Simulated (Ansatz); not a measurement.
**NbAs under changes of volume**

One of the cells (17.395 Å³/atom); the others are scaled copies at fixed shape and fractional positions:

```xyz
4
Lattice="-1.7259 1.7259 5.8400 1.7259 -1.7259 5.8400 1.7259 1.7259 -5.8400" Properties=species:S:1:pos:R:3 pbc="T T T"
Nb    0.0000    1.7259    0.0000
Nb    0.0000    0.0000    8.7600
As    0.0000    1.7259    4.8589
As    0.0000    0.0000    1.9389
```

| Quantity | Value |
| --- | --- |
| Program | Ansatz 0.2.0 |
| Functional | PBEsol |
| Potentials or basis | all-electron LAPW, scalar-relativistic |
| Cutoff | 247 eV (chosen from the basis error) |
| Basis error allowed | 0.002 eV/atom |
| k mesh | 11 × 11 × 11 |
| Occupations | fermi-dirac, width 0.05 eV |
| Spin | no spin polarisation |

```csv
volume (Å³/atom),energy over the lowest point (meV/atom),pressure (GPa),largest force (eV/Å)
16.351,22.83,9.6,0.371
16.699,6.86,5.2,0.341
17.047,0.00,1.2,0.314
17.395,1.32,-2.3,0.288
17.743,9.96,-5.5,0.263
18.091,25.16,-8.4,0.241
18.438,?,?,?
```

What does the run at 18.438 Å³/atom give?

Energy over the lowest point 46.24 meV/atom; pressure -10.9 GPa; largest force 0.219 eV/Å.

Worked out: A Birch-Murnaghan fit of order 3 (a polynomial in V^(-2/3)) to the other rows has its minimum at 17.16 Å³/atom with B0 = V·E''(V) = 179 GPa and B' = 4.4 at fixed shape and positions, which overstates the stiffness. It gives 46.18 meV/atom at 18.438 Å³/atom, against the run's 46.24, and -dE/dV = -11.0 GPa, against -10.9.

Energies are extrapolated to zero smearing.
